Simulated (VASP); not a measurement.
# Cu (P6_3/mmc) in VASP: further runs

Aim: see how the results for Cu move with the level of theory and the settings. Levels: r2SCAN, r2SCAN+rVV10. Tasks: relaxation of cell and atoms.

Program: VASP 6.6.1. These are calculated values, not measurements. Logs are shortened: lines on timing, memory, paths and dates and some standing lists are left out, and cuts for length are marked.

### 1 Starting point

It takes space group P6_3/mmc (No. 194, hexagonal). Conventional cell: a = 2.531 Å, b = 2.531 Å, c = 8.262 Å, α = 90.00°, β = 90.00°, γ = 120.00°. Cu (site symmetry -3m) has 12 Cu at 2.53 Å as nearest neighbours. Around Cu (site symmetry -6m2) lie 12 Cu at 2.53 Å.

This isn't the form of Cu at room conditions, which is fcc.

### 2 Relaxation of cell and atoms, r2SCAN

Contents of INCAR:

```
SYSTEM = Cu
  PREC = Accurate
  ENCUT = 600
  EDIFF = 1E-7
  ISMEAR = 0
  SIGMA = 0.1
  LREAL = .False.
  LASPH = .True.
  NELM = 100
  ALGO = Normal
  ISIF = 3
  LWAVE = .False.
  LCHARG = .False.
  METAGGA = R2SCAN
  LMIXTAU = .True.
  IBRION = 2
  NSW = 90
  EDIFFG = -0.005
```

Contents of KPOINTS:

```
regular mesh
0
Gamma
  18 18 6
  0 0 0
```

Contents of POSCAR:

```
Cu
1.0
    2.5307640300      0.0000000000      0.0000000000
   -1.2653820100      2.1917059400      0.0000000000
    0.0000000000      0.0000000000      8.2618150800
Cu
4
Direct
    0.0000000000      0.0000000000      0.0000000000
    0.3333333300      0.6666666700      0.2500000000
    0.0000000000      0.0000000000      0.5000000000
    0.6666666700      0.3333333300      0.7500000000
```

Potentials or basis: VASP PAW PBE potentials, release 64 (Cu).

Run with:

```bash
$ cat potpaw_PBE.64/Cu/POTCAR > POTCAR
$ mpirun -np 1 vasp_std > vasp.out
```

OUTCAR:

```text
SYSTEM = Cu
   PREC = Accurate
   ENCUT = 600
   EDIFF = 1E-7
   ISMEAR = 0
   LREAL = .False.
   LASPH = .True.
   NELM = 100
   ISIF = 3
   METAGGA = R2SCAN
   IBRION = 2
   NSW = 90
   EDIFFG = -0.005

 ion  position               nearest neighbor table
   1  0.000  0.000  0.000-   2 2.53   4 2.53   2 2.53   4 2.53   4 2.53   2 2.53
   2  0.333  0.667  0.250-   1 2.53   3 2.53   1 2.53   3 2.53   1 2.53   3 2.53
   3  0.000  0.000  0.500-   2 2.53   4 2.53   2 2.53   4 2.53   4 2.53   2 2.53
   4  0.667  0.333  0.750-   1 2.53   3 2.53   1 2.53   3 2.53   1 2.53   3 2.53

  LATTYP: Found a hexagonal cell.
 ALAT       =     2.5307640300
 C/A-ratio  =     3.2645537008

  Lattice vectors:

 A1 = (   2.5307640300,   0.0000000000,   0.0000000000)
 A2 = (  -1.2653820100,   2.1917059400,   0.0000000000)
 A3 = (   0.0000000000,   0.0000000000,   8.2618150800)

Analysis of symmetry for initial positions (statically):
=====================================================================
 Subroutine PRICEL returns:
 Original cell was already a primitive cell.

 Routine SETGRP: Setting up the symmetry group for a
 hexagonal supercell.

 Subroutine GETGRP returns: Found 24 space group operations
 (whereof 12 operations were pure point group operations)
 out of a pool of 24 trial point group operations.

The static configuration has the point symmetry D_3d.
 The point group associated with its full space group is D_6h.

Analysis of symmetry for dynamics (positions and initial velocities):
=====================================================================
 Subroutine PRICEL returns:
 Original cell was already a primitive cell.

 Routine SETGRP: Setting up the symmetry group for a
 hexagonal supercell.

 Subroutine GETGRP returns: Found 24 space group operations
 (whereof 12 operations were pure point group operations)
 out of a pool of 24 trial point group operations.

The dynamic configuration has the point symmetry D_3d.
 The point group associated with its full space group is D_6h.

 Subroutine INISYM returns: Found 24 space group operations
 (whereof 12 operations are pure point group operations),
 and found     1 'primitive' translations

----------------------------------------------------------------------------------------

                                     Primitive cell

  volume of cell :      45.8257

  direct lattice vectors                    reciprocal lattice vectors
     2.530764030  0.000000000  0.000000000     0.395137590  0.228132793  0.000000000
    -1.265382010  2.191705940  0.000000000     0.000000000  0.456265588  0.000000000
     0.000000000  0.000000000  8.261815080     0.000000000  0.000000000  0.121038778

  length of vectors
     2.530764030  2.530764027  8.261815080     0.456265588  0.456265588  0.121038778

  position of ions in fractional coordinates (direct lattice)
     0.000000000  0.000000000  0.000000000
     0.333333330  0.666666670  0.250000000
     0.000000000  0.000000000  0.500000000
     0.666666670  0.333333330  0.750000000

  ion indices of the primitive-cell ions
   primitive index   ion index
                 1           1
                 2           2
                 3           3
                 4           4

----------------------------------------------------------------------------------------

 KPOINTS: regular mesh

Automatic generation of k-mesh.
 Grid dimensions read from file:
 generate k-points for:   18   18    6

 Generating k-lattice:

  Cartesian coordinates                     Fractional coordinates (reciprocal lattice)
     0.021952088  0.012674044  0.000000000     0.055555556  0.000000000  0.000000000
     0.000000000  0.025348088  0.000000000     0.000000000  0.055555556  0.000000000
     0.000000000  0.000000000  0.020173130     0.000000000  0.000000000  0.166666667

  Length of vectors
     0.025348088  0.025348088  0.020173130

  Shift w.r.t. Gamma in fractional coordinates (k-lattice)
     0.000000000  0.000000000  0.000000000

 Subroutine IBZKPT returns following result:
 ===========================================

 Found    148 irreducible k-points:

 Following reciprocal coordinates:
            Coordinates               Weight
  0.000000  0.000000  0.000000      1.000000
  0.055556  0.000000  0.000000      6.000000
  0.111111  0.000000  0.000000      6.000000
  0.166667  0.000000  0.000000      6.000000
  0.222222 -0.000000  0.000000      6.000000
  0.277778  0.000000  0.000000      6.000000
[... 16 lines left out ...]
  0.333333  0.111111  0.000000     12.000000
  0.388889  0.111111  0.000000     12.000000
 [... further k-points ...]
   k-points           NKPTS =    148   k-points in BZ     NKDIM =    148   number of bands    NBANDS=     26
   number of dos      NEDOS =    301   number of ions     NIONS =      4
   total plane-waves  NPLWV =  28000
   dimension x,y,z NGX =    20 NGY =   20 NGZ =   70
   dimension x,y,z NGXF=    40 NGYF=   40 NGZF=  140
   ions per type =               4
   NGX,Y,Z   is equivalent  to a cutoff of  13.14, 13.14, 14.09 a.u.
   NGXF,Y,Z  is equivalent  to a cutoff of  26.28, 26.28, 28.17 a.u.
 SYSTEM =  Cu
   PREC   = accura    normal or accurate (medium, high low for compatibility)
   ISTART =      0    job   : 0-new  1-cont  2-samecut
   ICHARG =      2    charge: 1-file 2-atom 10-const
   ISPIN  =      1    spin polarized calculation?
   LNONCOLLINEAR =      F non collinear calculations
   LSORBIT =      F    spin-orbit coupling
   LASPH  =      T    aspherical Exc in radial PAW
   ENCUT  =  600.0 eV  44.10 Ry    6.64 a.u.   5.05  5.05 16.50*2*pi/ulx,y,z
   NELM   =    100;   NELMIN=  2; NELMDL= -5     # of ELM steps
   EDIFF  = 0.1E-06   stopping-criterion for ELM
   LREAL  =      F    real-space projection
   EDIFFG = -.5E-02   stopping-criterion for IOM
   NSW    =     90    number of steps for IOM
   IBRION =      2    ionic relax: 0-MD 1-quasi-New 2-CG
   NFREE  =      1    steps in history (QN), initial steepest desc. (CG)
   ISIF   =      3    stress and relaxation
   ISYM   =      2    0-nonsym 1-usesym 2-fastsym
   POTIM  = 0.5000    time-step for ionic-motion
   TEBEG  =    0.0;   TEEND  =   0.0 temperature during run
   PSTRESS=    0.0 pullay stress
   NELECT =      44.0000    total number of electrons
   NUPDOWN=      -1.0000    fix difference up-down
   EMIN   =  10.00;   EMAX   =-10.00  energy-range for DOS
   EFERMI =   0.00;   METHOD = LEGACY
   ISMEAR =     0;   SIGMA  =   0.10  broadening in eV -4-tet -1-fermi 0-gaus
   EFERMI_NEDOS =   21; number of points for ismear=-14 and -15
   IALGO  =     38    algorithm
   IMIX   =      4    mixing-type and parameters
     AMIX     =   0.40;   BMIX     =  1.00
     AMIX_MAG =   1.60;   BMIX_MAG =  1.00
  volume/ion in A,a.u.               =      11.46        77.31
  Fermi-wavevector in a.u.,A,eV,Ry     =   1.615062  3.052025 35.489789  2.608426
  Thomas-Fermi vector in A             =   2.709870
   LORBIT       =      0    0 simple, 1 ext, 2 COOP (PROOUT), +10 PAW based schemes
   METAGGA = R2SCAN    functional components
   LHFCALC =     F    Hartree Fock is set to
   AEXX    =    0.0000 exact exchange contribution
   IVDW    =     0    specifies the selected vdW correction
   LEPSILON=     F    determine dielectric tensor
   LRPA    =     F    only Hartree local field effects (RPA)
 conjugate gradient relaxation of ions
 non-spin polarized calculation
 Gauss-broadening in eV      SIGMA  =   0.10
  energy-cutoff  :      600.00
  volume of cell :       45.83
 maximum number of plane-waves:      1551
   NGX = 11   NGY = 11   NGZ = 33

--------------------------------------- Ionic step        1  -------------------------------------------

 number of electron      44.0000004 magnetization

 Free energy of the ion-electron system (eV)
  ---------------------------------------------------
  ext. energy  EPLUGINS =         0.00000000
  ---------------------------------------------------
  free energy    TOTEN  =       -43.28903837 eV

  energy without entropy =      -43.28220951  energy(sigma->0) =      -43.28562394

------------------------ aborting loop because EDIFF is reached ----------------------------------------

  FORCE on cell =-STRESS in cart. coord.  units (eV):
  Direction    XX          YY          ZZ          XY          YZ          ZX
  --------------------------------------------------------------------------------------
  -------------------------------------------------------------------------------------
  Total        0.1329762      0.1329762      0.1646519      0.0000000     -0.0000000      0.0000000
  in kB        4.6491663      4.6491663      5.7566246      0.0000000     -0.0000000      0.0000000
  external PRESSURE =       5.0183191 kB  Pullay stress =       0.0000000 kB
[... 99 lines left out ...]
  energy  without entropy=      -43.2824972510  energy(sigma->0) =      -43.28591294

--------------------------------------- Ionic step        4  -------------------------------------------

 number of electron      44.0000001 magnetization

 Free energy of the ion-electron system (eV)
  ---------------------------------------------------
  ext. energy  EPLUGINS =         0.00000000
  ---------------------------------------------------
  free energy    TOTEN  =       -43.28932609 eV

  energy without entropy =      -43.28249475  energy(sigma->0) =      -43.28591042

 E-fermi :   7.6885     XC(G=0): -13.9275

 val. band max:        7.6827888519   @ k =   0.3889   0.0556   0.0000
 cond. band min:       7.6988289882   @ k =   0.2778   0.1667   0.0000
 fundamental gap:      0.0160401363
 Fermi energy:         7.6885141091

 k-point     1 :       0.0000    0.0000    0.0000
  band No.  band energies     occupation
      1      -2.1479      2.00000
      2       0.0944      2.00000
      3       0.1008      2.00000
      4       2.3425      2.00000
      5       4.2426      2.00000
      6       4.2468      2.00000
[... 685 lines left out ...]
     25      13.4994      0.00000
     26      13.5539      0.00000

 [... further k-points ...]

------------------------ aborting loop because EDIFF is reached ----------------------------------------

  FORCE on cell =-STRESS in cart. coord.  units (eV):
  Direction    XX          YY          ZZ          XY          YZ          ZX
  --------------------------------------------------------------------------------------
  -------------------------------------------------------------------------------------
  Total       -0.0117026     -0.0117026      0.0079846     -0.0000000     -0.0000000      0.0000000
  in kB       -0.4078286     -0.4078286      0.2782585     -0.0000000     -0.0000000      0.0000000
  external PRESSURE =      -0.1791329 kB  Pullay stress =       0.0000000 kB
[... 19 lines left out ...]
  FREE ENERGIE OF THE ION-ELECTRON SYSTEM (eV)
  ---------------------------------------------------
  free  energy   TOTEN  =       -43.2893260882 eV

  energy  without entropy=      -43.2824947508  energy(sigma->0) =      -43.28591042

 reached required accuracy - stopping structural energy minimisation
```

Wall time 23 min (1 thread of Intel Xeon 6975P-C (Granite Rapids), shared host); peak memory 0.3 GiB.

Results:

```
Free energy                            : -43.2893 eV
Relaxed volume                         : 11.49 Å³/atom
Relaxed cell                           : a = 2.533 Å, b = 2.533 Å, c = 8.272 Å, α = 90.00°, β = 90.00°, γ = 120.00°
Space group after relaxing (to 0.05 Å) : P6_3/mmc (No. 194)
Energy gained by relaxing              : 0.1 meV/atom
Ionic steps                            : 4
Pressure after relaxing                : 0.0 GPa
Band gap on the k mesh                 : none (metal or under the smearing width)
```

The path:
```csv
step,energy change (eV),largest force (eV/Å),pressure (GPa),volume (Å³)
1,0.0000,0.0000,0.50,45.83
2,-0.0002,0.0000,-0.31,46.06
3,-0.0003,0.0000,-0.07,45.99
4,-0.0003,0.0000,-0.02,45.97
```

Final structure:
```
Cu
1.0
     2.53329    0.00000    0.00000
    -1.26665    2.19390    0.00000
     0.00000    0.00000    8.27204
Cu
4
Cartesian
  0.0000 0.0000 0.0000
  0.0000 1.4626 2.0680
  0.0000 0.0000 4.1360
  1.2666 0.7313 6.2040
```

Levels at points of the mesh, in eV from the Fermi level:
```tsv
k point	band 18	band 19	band 20	band 21	band 22	band 23	band 24	band 25	band 26
(0.00, 0.00, 0.00)	-2.22	-2.22	-2.05	-2.05	-1.75	-1.75	-1.08	4.17	13.27
(0.50, 0.00, 0.00)	-1.61	-1.61	-1.58	-0.64	0.46	1.06	1.70	5.02	5.03
(0.00, 0.00, 0.50)	-2.36	-2.36	-2.36	-1.88	-1.88	-1.88	-1.88	7.43	7.43
(0.50, 0.00, 0.50)	-1.70	-1.61	-1.61	0.07	0.07	1.48	1.48	5.54	5.54
```

Caveat: the PAW data sets were made with another functional, which shifts forces and pressure a little.

### 3 Relaxation of cell and atoms, r2SCAN+rVV10

INCAR, as its differences from that of step 2:

```diff
@@ -15,2 +15,6 @@
   LMIXTAU = .True.
+  LUSE_VDW = .True.
+  IVDW_NL = 2
+  BPARAM = 11.95
+  CPARAM = 0.0093
   IBRION = 2
```

KPOINTS is that of step 2.

POSCAR is that of step 2.

Potentials or basis: VASP PAW PBE potentials, release 64 (Cu).

Run with:

```bash
$ cat potpaw_PBE.64/Cu/POTCAR > POTCAR
$ mpirun -np 1 vasp_std > vasp.out
```

Wall time 25 min (1 thread of Intel Xeon 6975P-C (Granite Rapids), shared host); peak memory 0.4 GiB.

The run converged. Its results:

```
Free energy                            : -42.1307 eV
Relaxed volume                         : 11.37 Å³/atom
Relaxed cell                           : a = 2.524 Å, b = 2.524 Å, c = 8.241 Å, α = 90.00°, β = 90.00°, γ = 120.00°
Space group after relaxing (to 0.05 Å) : P6_3/mmc (No. 194)
Energy gained by relaxing              : 0.3 meV/atom
Ionic steps                            : 4
Pressure after relaxing                : 0.0 GPa
Band gap on the k mesh                 : none (metal or under the smearing width)
```

The path:
| step | energy change (eV) | largest force (eV/Å) | pressure (GPa) | volume (Å³) |
| --- | --- | --- | --- | --- |
| 1 | 0.0000 | 0.0000 | -1.25 | 45.83 |
| 2 | -0.0007 | 0.0000 | 0.85 | 45.24 |
| 3 | -0.0013 | 0.0000 | -0.07 | 45.48 |
| 4 | -0.0013 | 0.0000 | -0.01 | 45.46 |

Final structure:
```
Cu
1.0
     2.52388    0.00000    0.00000
    -1.26194    2.18575    0.00000
     0.00000    0.00000    8.24141
Cu
4
Direct
  0.00000 0.00000 0.00000
  0.33333 0.66667 0.25000
  0.00000 0.00000 0.50000
  0.66667 0.33333 0.75000
```

Levels at points of the mesh, in eV from the Fermi level:
```
           k point  band 19  band 20  band 21  band 22  band 23  band 24  band 25  band 26
(0.00, 0.00, 0.00)    -2.23    -2.06    -2.06    -1.75    -1.75    -1.12     4.22    13.36
(0.50, 0.00, 0.00)    -1.60    -1.58    -0.68     0.43     1.07     1.71     5.08     5.08
(0.00, 0.00, 0.50)    -2.37    -2.37    -1.88    -1.88    -1.88    -1.88     7.50     7.50
(0.50, 0.00, 0.50)    -1.61    -1.61     0.06     0.06     1.49     1.49     5.59     5.59
```

Caveat: the PAW data sets were made with another functional, which shifts forces and pressure a little.
